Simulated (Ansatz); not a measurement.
# PbSe (Pm-3m) in Ansatz: further runs

The runs below take PbSe through single point, with PBE.

Program: Ansatz 0.2.0. These are calculated values, not measurements. Logs are shortened: lines on timing, memory, paths and dates and some standing lists are left out, and cuts for length are marked.

**1. Starting point**

Symmetry: Pm-3m, No. 221, cubic system. Conventional cell: a = 3.784 Å, b = 3.784 Å, c = 3.784 Å, α = 90.00°, β = 90.00°, γ = 90.00°. Around Pb (site symmetry m-3m) lie 8 Se at 3.28 Å. Se (site symmetry m-3m) has 8 Pb at 3.28 Å as nearest neighbours.

Measurements of this composition are mostly on another form, of space group No. 225.

**2. Single point, PBE**

input.yaml

```yaml
crystal:
  lattice:
    - [3.784322, 0.0, 0.0]
    - [0.0, 3.784322, 0.0]
    - [0.0, 0.0, 3.784322]
  atoms:
    - { symbol: Pb, position: [0.0, 0.0, 0.0] }
    - { symbol: Se, position: [0.5, 0.5, 0.5] }
hamiltonian:
  xc: pbe
  pseudopotentials: { kind: paw }
kpoints:
  mp_grid: { grid: [7, 7, 7] }
scf:
  occupations: { method: gaussian, width: 0.023 }
output:
  forces: true
  stress: true
  eigenvalues: true
  write_density: true
  write_potential: true
  elf: true
  volumetric_format: npy
```

Potentials or basis: Ansatz PAW.

On the command line:

```console
ansatz run input.yaml --threads 2 --pin off --max-ram 5632MiB --backend cpu --events-out ev --progress --plain --runs-dir out
```

Log:

```text
Warning: RAYON_NUM_THREADS=2 ignored (pool sized by the plan → 2); use --threads N
Engine: ansatz 0.2.0, aarch64-unknown-linux-gnu
Pseudopotentials: kind: paw
Pseudopotential: Pb, paw, valence charge 14, recommended cutoff 420 eV (normal), Pb.paw.azcp
Pseudopotential: Se, paw, valence charge 16, recommended cutoff 420 eV (normal), Se.paw.azcp
Functional definition: PBE
  parameter kappa = 0.804
  parameter beta = 0.06672455060314922
  exchange = pbe_x(kappa = kappa, mu = beta*pi^2/3)
  correlation = pbe_c(beta = beta)
Crystal: 2 atoms, lattice volume = 54.196 Å³
Basis set: ecut = 420 eV, 1021 PW (Γ), exchange–correlation on 54×54×54 points (8 copies of the dense FFT grid, shifted against one another)
Bands: 19, of which v1, the nominal top of the filled ones, is band 15 counted from 1 (14 counted from 0)
Symmetry: 48 space group operations
Space group: Pm-3m (ITA 221), of the structure as read, at distance tolerance 3.8e-5 Å
k-points: 20 of 343
Non-local potential: Pb, projectors of the file, l = 0: 2, l = 1: 2, l = 2: 2, l = 3: 2
Non-local potential: Se, projectors of the file, l = 0: 2, l = 1: 2, l = 2: 3, l = 3: 1
PAW form: soft (Blöchl's): semilocal exchange-correlation on the pseudo side does not see the compensation charge
PAW one-centre angular grid: Pb, 590 points (default); XC on 64 Gauss nodes
PAW one-centre angular grid: Se, 590 points (default); XC on 64 Gauss nodes
Initial density: superposition of atomic densities (neutral atoms: chi_scale 0, normalization atom), corrected by the library's trained network
Initial wavefunctions: pseudopotential atomic-orbital guess
Functional: x = pbe(κ = 0.804, μ = 0.2195149727645171), c = pbe(β = 0.06672455060314922)
SCF iter   1: F=—  HF=-17376.139784 eV  |F-HF|=—  |Δ(HF+E_count)|=         —  Δρ=1.12e-3  dr2=1.46e-3  ethr=1.77e-3  ⟨swp⟩=6.5  Hψ=1836  notcnv=0
preconditioner: auto → Resta (q_TF=auto, 2.472 Å⁻¹)  ε∞=3.2  [insulator: Δε(μ)=0.084 eV  Ē_g=15.354 eV  σ=0.023 eV  W_gap=0.72  n_scr=18 (ndim 8)  ℏωp=22.6 eV  f_vac=0.000  D(μ)=1.88/eV (n_scr^D=18)  ε∞_Penn≈3.2]
SCF iter   2: F=—  HF=-17376.138841 eV  |F-HF|=—  |Δ(HF+E_count)|=   9.43e-4  Δρ=4.72e-4  dr2=1.69e-4  ethr=4.86e-6  ⟨swp⟩=2.1  Hψ=798  notcnv=0
SCF iter   3: F=—  HF=-17376.138838 eV  |F-HF|=—  |Δ(HF+E_count)|=   2.79e-6  Δρ=1.67e-4  dr2=1.26e-5  ethr=5.64e-7  ⟨swp⟩=3.0  Hψ=677  notcnv=0
SCF iter   4: F=—  HF=-17376.138854 eV  |F-HF|=—  |Δ(HF+E_count)|=   1.62e-5  Δρ=6.53e-5  dr2=2.68e-6  ethr=4.22e-8  ⟨swp⟩=2.0  Hψ=681  notcnv=0
SCF iter   5: F=—  HF=-17376.138855 eV  |F-HF|=—  |Δ(HF+E_count)|=   8.00e-7  Δρ=2.32e-5  dr2=2.77e-7  ethr=8.93e-9  ⟨swp⟩=2.0  Hψ=680  notcnv=0
SCF iter   6: F=-17376.138855 eV  HF=-17376.138855 eV  |F-HF|=1.01e-8  |Δ(HF+E_count)|=   7.64e-8  Δρ=4.65e-6  dr2=6.66e-9  ethr=3.33e-10  ⟨swp⟩=8.9  Hψ=2883  notcnv=0
SCF 1 converged in 6 iterations: F = -17376.138855 eV  dr2 = 6.66e-9
SCF converged after 6 iterations
Free energy (F): -17376.138855 eV
Harris-Foulkes:  -17376.138855 eV  (|F-HF|=1.01e-8)
Internal energy: -17376.138376 eV  (E = F + TS)
E sigma→0 (E₀):  -17376.138615 eV
Entropy (-TS):   -0.000479 eV (-0.240 meV/atom)
Fermi energy:    9.458536 eV
--- Per-component energies (eV) ---
  E_band       = -402.143154
  E_kinetic    = 404.666725
  E_local      = -3325.134359  (includes V_loc(G=0)·N_el)
  E_nonlocal   = -245.836583
  E_hartree    = 1553.504561
  E_xc         = -325.124645
  E_vxc        = -230.633734  (∫ρ·V_xc dr)
  E_paw        = -12314.765105  (= ΣΔE_a)
  E_vpaw       = -112.214579  (= ΣTr[D̂ρ^β])
  E_aug_tail   = -0.000551  (compensation charges beyond the density's cutoff)
  E_ewald      = -3123.448419
  E_smearing   = -0.000479  (= −TS)
  E_closure    = -0.000000  (closes the sum)
  Σ components = -17376.138855   (vs F -17376.138855, Δ=0.00e0)
--- Forces (eV/Å), atoms counted from 1 ---
  atom   1  Pb    -0.00000000     0.00000000     0.00000000
  atom   2  Se    -0.00000000     0.00000000     0.00000000
  max |Σ_I F_I| component: 2.68e-30 eV/Å
--- Stress (GPa, compression-positive) ---
       -0.182748      -0.000000       0.000000
        0.000000      -0.182748      -0.000000
        0.000000       0.000000      -0.182748
  P = ⅓ Tr σ = -0.1827 GPa (-1.827 kbar)
--- Band table (eV; the first three rows and the last of 20) ---
  k-point 0: bands = ["-37.3048", "-37.3048", "-37.3048", "-37.3043", "-37.3043", "-7.4008", "-7.4008", "-7.2521", "-7.2521", "-7.2521", "-3.6876", "2.4732", "8.0283", "8.0283", "8.0283", "14.6587", "14.6587", "15.5900", "15.5900"]
  k-point 1: bands = ["-37.3048", "-37.3048", "-37.3048", "-37.3043", "-37.3042", "-7.3996", "-7.3792", "-7.2602", "-7.2602", "-7.2514", "-3.5406", "2.1764", "7.9425", "8.2009", "8.2009", "13.9309", "14.8163", "15.1118", "15.1118"]
  k-point 2: bands = ["-37.3049", "-37.3049", "-37.3048", "-37.3043", "-37.3039", "-7.3968", "-7.3306", "-7.2781", "-7.2781", "-7.2499", "-3.1476", "1.4270", "8.0957", "8.6595", "8.6595", "11.9727", "14.0274", "14.0274", "15.2726"]
  k-point 19: bands = ["-37.3051", "-37.3051", "-37.3051", "-37.3034", "-37.3034", "-7.3421", "-7.3375", "-7.3375", "-7.2201", "-7.2201", "-1.8234", "2.9062", "6.7494", "7.0281", "7.0281", "9.3826", "9.3826", "10.2004", "21.9291"]
```

It took 1 s on 2 threads of Arm Neoverse V2, shared host; peak memory 0.31 GiB.

What came out:

```
Free energy            : -17376.1389 eV
Pressure               : -0.2 GPa
Band gap on the k mesh : none (metal or under the smearing width)
```

**3. Single point, PBE**

Edit input.yaml of step 2 so:

```diff
@@ -14,3 +14,3 @@
 scf:
-  occupations: { method: gaussian, width: 0.023 }
+  occupations: { method: gaussian, width: 0.024 }
 output:
@@ -19,5 +19 @@
   eigenvalues: true
-  write_density: true
-  write_potential: true
-  elf: true
-  volumetric_format: npy
```

Potentials or basis: Ansatz PAW.

On the command line:

```console
ansatz run input.yaml --threads 2 --pin off --max-ram 5632MiB --backend cpu --events-out ev --progress --plain --runs-dir out
```

Log:

```text
Warning: RAYON_NUM_THREADS=2 ignored (pool sized by the plan → 2); use --threads N
Engine: ansatz 0.2.0, aarch64-unknown-linux-gnu
Pseudopotentials: kind: paw
Pseudopotential: Pb, paw, valence charge 14, recommended cutoff 420 eV (normal), Pb.paw.azcp
Pseudopotential: Se, paw, valence charge 16, recommended cutoff 420 eV (normal), Se.paw.azcp
Functional definition: PBE
  parameter kappa = 0.804
  parameter beta = 0.06672455060314922
  exchange = pbe_x(kappa = kappa, mu = beta*pi^2/3)
  correlation = pbe_c(beta = beta)
Crystal: 2 atoms, lattice volume = 54.196 Å³
Basis set: ecut = 420 eV, 1021 PW (Γ), exchange–correlation on 54×54×54 points (8 copies of the dense FFT grid, shifted against one another)
Bands: 19, of which v1, the nominal top of the filled ones, is band 15 counted from 1 (14 counted from 0)
Symmetry: 48 space group operations
Space group: Pm-3m (ITA 221), of the structure as read, at distance tolerance 3.8e-5 Å
k-points: 20 of 343
Non-local potential: Pb, projectors of the file, l = 0: 2, l = 1: 2, l = 2: 2, l = 3: 2
Non-local potential: Se, projectors of the file, l = 0: 2, l = 1: 2, l = 2: 3, l = 3: 1
PAW form: soft (Blöchl's): semilocal exchange-correlation on the pseudo side does not see the compensation charge
PAW one-centre angular grid: Pb, 590 points (default); XC on 64 Gauss nodes
PAW one-centre angular grid: Se, 590 points (default); XC on 64 Gauss nodes
Initial density: superposition of atomic densities (neutral atoms: chi_scale 0, normalization atom), corrected by the library's trained network
Initial wavefunctions: pseudopotential atomic-orbital guess
Functional: x = pbe(κ = 0.804, μ = 0.2195149727645171), c = pbe(β = 0.06672455060314922)
SCF iter   1: F=—  HF=-17376.139806 eV  |F-HF|=—  |Δ(HF+E_count)|=         —  Δρ=1.12e-3  dr2=1.46e-3  ethr=1.77e-3  ⟨swp⟩=6.5  Hψ=1829  notcnv=0
preconditioner: auto → Resta (q_TF=auto, 2.472 Å⁻¹)  ε∞=3.2  [insulator: Δε(μ)=0.084 eV  Ē_g=15.354 eV  σ=0.024 eV  W_gap=0.72  n_scr=18 (ndim 8)  ℏωp=22.6 eV  f_vac=0.000  D(μ)=1.81/eV (n_scr^D=18)  ε∞_Penn≈3.2]
SCF iter   2: F=—  HF=-17376.138862 eV  |F-HF|=—  |Δ(HF+E_count)|=   9.44e-4  Δρ=4.73e-4  dr2=1.69e-4  ethr=4.87e-6  ⟨swp⟩=2.1  Hψ=793  notcnv=0
SCF iter   3: F=—  HF=-17376.138859 eV  |F-HF|=—  |Δ(HF+E_count)|=   2.79e-6  Δρ=1.67e-4  dr2=1.27e-5  ethr=5.65e-7  ⟨swp⟩=3.0  Hψ=681  notcnv=0
SCF iter   4: F=—  HF=-17376.138875 eV  |F-HF|=—  |Δ(HF+E_count)|=   1.59e-5  Δρ=6.53e-5  dr2=2.68e-6  ethr=4.22e-8  ⟨swp⟩=2.0  Hψ=681  notcnv=0
SCF iter   5: F=—  HF=-17376.138876 eV  |F-HF|=—  |Δ(HF+E_count)|=   7.96e-7  Δρ=2.32e-5  dr2=2.77e-7  ethr=8.93e-9  ⟨swp⟩=2.0  Hψ=680  notcnv=0
SCF iter   6: F=-17376.138876 eV  HF=-17376.138876 eV  |F-HF|=1.01e-8  |Δ(HF+E_count)|=   7.64e-8  Δρ=4.65e-6  dr2=6.67e-9  ethr=3.33e-10  ⟨swp⟩=5.7  Hψ=1681  notcnv=0
SCF 1 converged in 6 iterations: F = -17376.138876 eV  dr2 = 6.67e-9
SCF converged after 6 iterations
Free energy (F): -17376.138876 eV
Harris-Foulkes:  -17376.138876 eV  (|F-HF|=1.01e-8)
Internal energy: -17376.138372 eV  (E = F + TS)
E sigma→0 (E₀):  -17376.138624 eV
Entropy (-TS):   -0.000504 eV (-0.252 meV/atom)
Fermi energy:    9.458001 eV
--- Per-component energies (eV) ---
  E_band       = -402.143091
  E_kinetic    = 404.666814
  E_local      = -3325.134432  (includes V_loc(G=0)·N_el)
  E_nonlocal   = -245.836621
  E_hartree    = 1553.504457
  E_xc         = -325.124833
  E_vxc        = -230.633949  (∫ρ·V_xc dr)
  E_paw        = -12314.764787  (= ΣΔE_a)
  E_vpaw       = -112.214070  (= ΣTr[D̂ρ^β])
  E_aug_tail   = -0.000551  (compensation charges beyond the density's cutoff)
  E_ewald      = -3123.448419
  E_smearing   = -0.000504  (= −TS)
  E_closure    = -0.000000  (closes the sum)
  Σ components = -17376.138876   (vs F -17376.138876, Δ=0.00e0)
--- Forces (eV/Å), atoms counted from 1 ---
  atom   1  Pb    -0.00000000    -0.00000000     0.00000000
  atom   2  Se     0.00000000     0.00000000     0.00000000
  max |Σ_I F_I| component: 6.31e-30 eV/Å
--- Stress (GPa, compression-positive) ---
       -0.182117       0.000000       0.000000
       -0.000000      -0.182117       0.000000
        0.000000       0.000000      -0.182117
  P = ⅓ Tr σ = -0.1821 GPa (-1.821 kbar)
--- Band table (eV; the first three rows and the last of 20) ---
  k-point 0: bands = ["-37.3048", "-37.3048", "-37.3048", "-37.3043", "-37.3043", "-7.4008", "-7.4008", "-7.2521", "-7.2521", "-7.2521", "-3.6876", "2.4733", "8.0283", "8.0283", "8.0283", "14.6587", "14.6587", "15.5900", "15.5900"]
  k-point 1: bands = ["-37.3049", "-37.3049", "-37.3048", "-37.3043", "-37.3042", "-7.3996", "-7.3791", "-7.2601", "-7.2601", "-7.2514", "-3.5406", "2.1765", "7.9425", "8.2009", "8.2009", "13.9309", "14.8163", "15.1118", "15.1118"]
  k-point 2: bands = ["-37.3049", "-37.3049", "-37.3048", "-37.3043", "-37.3040", "-7.3968", "-7.3305", "-7.2780", "-7.2780", "-7.2498", "-3.1476", "1.4270", "8.0957", "8.6595", "8.6595", "11.9727", "14.0274", "14.0274", "15.2726"]
  k-point 19: bands = ["-37.3051", "-37.3051", "-37.3051", "-37.3035", "-37.3035", "-7.3420", "-7.3375", "-7.3375", "-7.2200", "-7.2200", "-1.8234", "2.9063", "6.7494", "7.0281", "7.0281", "9.3826", "9.3826", "10.2004", "21.9291"]
```

It took 0.75 s on 2 threads of Arm Neoverse V2, shared host; peak memory 0.31 GiB.

What came out:

| Item | Value |
| --- | --- |
| Free energy | -17376.1389 eV |
| Pressure | -0.2 GPa |
| Band gap on the k mesh | none (metal or under the smearing width) |

Levels at points of the mesh, in eV from the Fermi level:
| k point | band 11 | band 12 | band 13 | band 14 | band 15 | band 16 | band 17 | band 18 | band 19 |
| --- | --- | --- | --- | --- | --- | --- | --- | --- | --- |
| (0.00, 0.00, 0.00) | -13.15 | -6.98 | -1.43 | -1.43 | -1.43 | 5.20 | 5.20 | 6.13 | 6.13 |

Spin-orbit coupling is left out, which matters for the levels of Pb.

**4. Single point, PBE**

Edit input.yaml of step 3 so:

```diff
@@ -14,3 +14,3 @@
 scf:
-  occupations: { method: gaussian, width: 0.024 }
+  occupations: { method: gaussian, width: 0.025 }
 output:
```

Potentials or basis: Ansatz PAW.

On the command line:

```console
ansatz run input.yaml --threads 2 --pin off --max-ram 5632MiB --backend cpu --events-out ev --progress --plain --runs-dir out
```

Log:

```text
Warning: RAYON_NUM_THREADS=2 ignored (pool sized by the plan → 2); use --threads N
Engine: ansatz 0.2.0, aarch64-unknown-linux-gnu
Pseudopotentials: kind: paw
Pseudopotential: Pb, paw, valence charge 14, recommended cutoff 420 eV (normal), Pb.paw.azcp
Pseudopotential: Se, paw, valence charge 16, recommended cutoff 420 eV (normal), Se.paw.azcp
Functional definition: PBE
  parameter kappa = 0.804
  parameter beta = 0.06672455060314922
  exchange = pbe_x(kappa = kappa, mu = beta*pi^2/3)
  correlation = pbe_c(beta = beta)
Crystal: 2 atoms, lattice volume = 54.196 Å³
[... 31 lines left out ...]
  E_kinetic    = 404.666901
  E_local      = -3325.134518  (includes V_loc(G=0)·N_el)
  E_nonlocal   = -245.836659
  E_hartree    = 1553.504375
  E_xc         = -325.125010
  E_vxc        = -230.634153  (∫ρ·V_xc dr)
  E_paw        = -12314.764486  (= ΣΔE_a)
  E_vpaw       = -112.213589  (= ΣTr[D̂ρ^β])
  E_aug_tail   = -0.000551  (compensation charges beyond the density's cutoff)
  E_ewald      = -3123.448419
  E_smearing   = -0.000528  (= −TS)
  E_closure    = -0.000000  (closes the sum)
  Σ components = -17376.138897   (vs F -17376.138897, Δ=0.00e0)
--- Forces (eV/Å), atoms counted from 1 ---
  atom   1  Pb    -0.00000000     0.00000000     0.00000000
  atom   2  Se     0.00000000    -0.00000000    -0.00000000
  max |Σ_I F_I| component: 1.31e-29 eV/Å
--- Stress (GPa, compression-positive) ---
       -0.181518       0.000000       0.000000
       -0.000000      -0.181518       0.000000
        0.000000       0.000000      -0.181518
  P = ⅓ Tr σ = -0.1815 GPa (-1.815 kbar)
--- Band table (eV; the first three rows and the last of 20) ---
  k-point 0: bands = ["-37.3049", "-37.3049", "-37.3049", "-37.3044", "-37.3044", "-7.4008", "-7.4008", "-7.2521", "-7.2521", "-7.2521", "-3.6876", "2.4733", "8.0283", "8.0283", "8.0283", "14.6587", "14.6587", "15.5900", "15.5900"]
  k-point 1: bands = ["-37.3049", "-37.3049", "-37.3049", "-37.3044", "-37.3043", "-7.3995", "-7.3791", "-7.2601", "-7.2601", "-7.2514", "-3.5407", "2.1765", "7.9424", "8.2008", "8.2008", "13.9309", "14.8163", "15.1118", "15.1118"]
  k-point 2: bands = ["-37.3050", "-37.3050", "-37.3049", "-37.3044", "-37.3040", "-7.3967", "-7.3305", "-7.2780", "-7.2780", "-7.2498", "-3.1476", "1.4270", "8.0957", "8.6595", "8.6595", "11.9727", "14.0274", "14.0274", "15.2726"]
  k-point 19: bands = ["-37.3051", "-37.3051", "-37.3051", "-37.3035", "-37.3035", "-7.3420", "-7.3375", "-7.3375", "-7.2200", "-7.2200", "-1.8235", "2.9063", "6.7494", "7.0280", "7.0280", "9.3827", "9.3827", "10.2004", "21.9291"]
```

Run time: 0.76 s. Hardware: 2 threads of Arm Neoverse V2, shared host; peak memory 0.31 GiB.

Results:

- Free energy: -17376.1389 eV
- Pressure: -0.2 GPa
- Band gap on the k mesh: none (metal or under the smearing width)

Levels at points of the mesh, in eV from the Fermi level:
```csv
k point,band 11,band 12,band 13,band 14,band 15,band 16,band 17,band 18,band 19
"(0.00, 0.00, 0.00)",-13.15,-6.98,-1.43,-1.43,-1.43,5.20,5.20,6.13,6.13
```

**5. Single point, PBE**

Edit input.yaml of step 4 so:

```diff
@@ -14,3 +14,3 @@
 scf:
-  occupations: { method: gaussian, width: 0.025 }
+  occupations: { method: gaussian, width: 0.026 }
 output:
```

Potentials or basis: Ansatz PAW.

On the command line:

```console
ansatz run input.yaml --threads 2 --pin off --max-ram 5632MiB --backend cpu --events-out ev --progress --plain --runs-dir out
```

Log:

```text
Warning: RAYON_NUM_THREADS=2 ignored (pool sized by the plan → 2); use --threads N
Engine: ansatz 0.2.0, aarch64-unknown-linux-gnu
Pseudopotentials: kind: paw
Pseudopotential: Pb, paw, valence charge 14, recommended cutoff 420 eV (normal), Pb.paw.azcp
Pseudopotential: Se, paw, valence charge 16, recommended cutoff 420 eV (normal), Se.paw.azcp
Functional definition: PBE
  parameter kappa = 0.804
  parameter beta = 0.06672455060314922
  exchange = pbe_x(kappa = kappa, mu = beta*pi^2/3)
  correlation = pbe_c(beta = beta)
Crystal: 2 atoms, lattice volume = 54.196 Å³
[... 33 lines left out ...]
  E_nonlocal   = -245.836702
  E_hartree    = 1553.504314
  E_xc         = -325.125176
  E_vxc        = -230.634341  (∫ρ·V_xc dr)
  E_paw        = -12314.764202  (= ΣΔE_a)
  E_vpaw       = -112.213148  (= ΣTr[D̂ρ^β])
  E_aug_tail   = -0.000551  (compensation charges beyond the density's cutoff)
  E_ewald      = -3123.448419
  E_smearing   = -0.000554  (= −TS)
  E_closure    = 0.000000  (closes the sum)
  Σ components = -17376.138918   (vs F -17376.138918, Δ=0.00e0)
--- Forces (eV/Å), atoms counted from 1 ---
  atom   1  Pb    -0.00000000     0.00000000    -0.00000000
  atom   2  Se     0.00000000     0.00000000     0.00000000
  max |Σ_I F_I| component: 3.29e-30 eV/Å
--- Stress (GPa, compression-positive) ---
       -0.180959      -0.000000       0.000000
        0.000000      -0.180959      -0.000000
        0.000000       0.000000      -0.180959
  P = ⅓ Tr σ = -0.1810 GPa (-1.810 kbar)
--- Band table (eV; the first three rows and the last of 20) ---
  k-point 0: bands = ["-37.3049", "-37.3049", "-37.3049", "-37.3044", "-37.3044", "-7.4007", "-7.4007", "-7.2520", "-7.2520", "-7.2520", "-3.6876", "2.4733", "8.0283", "8.0283", "8.0283", "14.6587", "14.6587", "15.5901", "15.5901"]
  k-point 1: bands = ["-37.3049", "-37.3049", "-37.3049", "-37.3044", "-37.3043", "-7.3995", "-7.3790", "-7.2600", "-7.2600", "-7.2513", "-3.5407", "2.1765", "7.9424", "8.2008", "8.2008", "13.9309", "14.8163", "15.1118", "15.1119"]
  k-point 2: bands = ["-37.3050", "-37.3050", "-37.3049", "-37.3044", "-37.3040", "-7.3967", "-7.3304", "-7.2779", "-7.2779", "-7.2497", "-3.1476", "1.4270", "8.0957", "8.6595", "8.6595", "11.9727", "14.0274", "14.0274", "15.2726"]
  k-point 19: bands = ["-37.3052", "-37.3052", "-37.3052", "-37.3035", "-37.3035", "-7.3419", "-7.3374", "-7.3374", "-7.2200", "-7.2200", "-1.8235", "2.9063", "6.7494", "7.0280", "7.0280", "9.3827", "9.3827", "10.2004", "21.9291"]
```

Wall time 0.78 s (2 threads of Arm Neoverse V2, shared host); peak memory 0.31 GiB.

Results:

```yaml
Free_energy: -17376.1389 eV
Pressure: -0.2 GPa
Band_gap_on_the_k_mesh: none (metal or under the smearing width)
```

Levels at points of the mesh, in eV from the Fermi level:
```csv
k point,band 11,band 12,band 13,band 14,band 15,band 16,band 17,band 18,band 19
"(0.00, 0.00, 0.00)",-13.14,-6.98,-1.43,-1.43,-1.43,5.20,5.20,6.13,6.13
```

Spin-orbit coupling is left out, which matters for the levels of Pb.

**6. Single point, PBE**

Edit input.yaml of step 5 so:

```diff
@@ -14,3 +14,3 @@
 scf:
-  occupations: { method: gaussian, width: 0.026 }
+  occupations: { method: gaussian, width: 0.027 }
 output:
```

Potentials or basis: Ansatz PAW.

On the command line:

```console
ansatz run input.yaml --threads 2 --pin off --max-ram 5632MiB --backend cpu --events-out ev --progress --plain --runs-dir out
```

Run time: 0.77 s. Hardware: 2 threads of Arm Neoverse V2, shared host; peak memory 0.31 GiB.

It converged, with:

| Property | Result |
| --- | --- |
| Free energy | -17376.1389 eV |
| Pressure | -0.2 GPa |
| Band gap on the k mesh | none (metal or under the smearing width) |

Levels at points of the mesh, in eV from the Fermi level:
```tsv
k point	band 13	band 14	band 15	band 16	band 17	band 18
(0.00, 0.00, 0.00)	-1.43	-1.43	-1.43	5.20	5.20	6.13
```

**7. The runs side by side**

```tsv
smearing	gap on the mesh (eV)	pressure (GPa)
gaussian 0.023 eV	none	-0.2
gaussian 0.024 eV	none	-0.2
gaussian 0.025 eV	none	-0.2
gaussian 0.026 eV	none	-0.2
gaussian 0.027 eV	none	-0.2
```

Alike in all rows: task single point; level PBE; potentials or basis Ansatz PAW; no spin polarisation; cell as given; k mesh 7 × 7 × 7; cutoff (eV) 420.

Every run on the cell as given and a fine mesh finds a metal.

Total energies depend on the potentials used, so only differences within one code and one set of settings carry meaning.
